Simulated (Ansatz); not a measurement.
**SrO: band gap under strain**

Aim: follow the gap of SrO (rocksalt) through these states: +1.6 % strain along [111] alone; -2.5 % equal strain in all directions; +5.3 % biaxial strain in x and y, z held. The table at the end shows which levels were run.

Program: Ansatz 0.2.0. PAW datasets, plane waves. No spin polarisation and no zero-point or thermal motion.

## 1. The structure to begin with

The unstrained cell was relaxed with r2SCAN; in each strained cell the atoms were relaxed again with r2SCAN. Names of k-points are those of the unstrained zone, where strain can split equivalent points. First state: +1.6 % strain along [111] alone.

The symmetry is R-3m (No. 166, trigonal); a = 3.649 Å, c = 9.083 Å in the conventional setting, 17.45 Å³ an atom. Near Sr stand 6 O at 2.59 Å; near O stand 6 Sr at 2.59 Å.

Coordinates:

```xyz
2
Lattice="0.0280 2.6079 2.6079 2.6079 0.0280 2.6079 2.6079 2.6079 0.0280" Properties=species:S:1:pos:R:3 pbc="T T T"
Sr    0.0000    0.0000    0.0000
O     2.6219    2.6219    2.6219
```

## 2. +1.6 % strain along [111] alone: PBE

Input file input.yaml:

```yaml
crystal:
  lattice:
    - [0.0280348299, 2.6079271565, 2.6079271565]
    - [2.6079271565, 0.0280348299, 2.6079271565]
    - [2.6079271565, 2.6079271565, 0.0280348299]
  atoms:
    - { symbol: Sr, position: [0.0, 0.0, 0.0] }
    - { symbol: O, position: [0.5, 0.5, 0.5] }
kpoints:
  mp_grid: { grid: [8, 8, 8] }
  band_path:
    path:
      - [0.0, 0.0, 0.0]
      - [0.5, 0.0, 0.5]
      - [0.625, 0.25, 0.625]
      - [0.375, 0.375, 0.75]
      - [0.5, 0.5, 0.5]
      - [0.5, 0.25, 0.75]
      - [0.0, 0.5, 0.5]
    npoints: 1
hamiltonian:
  xc: pbe
scf:
  occupations: { method: fermi_dirac, width: 0.02 }
  n_extra_bands: 4
output:
  forces: true
  stress: true
  eigenvalues: true
```

The run is started by

```
> ansatz run input.yaml --threads 4 --pin off --max-ram 3686MiB --backend cpu --events-out ev --progress --plain --runs-dir out
```

Further steps of the session: +1.6 % strain along [111] alone: r2SCAN; +1.6 % strain along [111] alone: HSE06; -2.5 % equal strain in all directions: PBE; -2.5 % equal strain in all directions: r2SCAN; -2.5 % equal strain in all directions: HSE06; +5.3 % biaxial strain in x and y, z held: PBE; +5.3 % biaxial strain in x and y, z held: r2SCAN; +5.3 % biaxial strain in x and y, z held: HSE06.

**Question.** What will these runs give?

As calculated:

Least gap in eV (negative: overlap):

```
                                   state   PBE  r2SCAN  HSE06
         +1.6 % strain along [111] alone  3.31    3.79   4.78
   -2.5 % equal strain in all directions  3.27    3.76   4.77
+5.3 % biaxial strain in x and y, z held  3.11    3.60   4.54
```

Where both were run, the HSE06 gap lies +1.44 to +1.50 eV from PBE's, each on its own k points. In PBE the gap is least under +5.3 % biaxial strain in x and y, z held (3.11 eV) and largest under +1.6 % strain along [111] alone (3.31 eV).
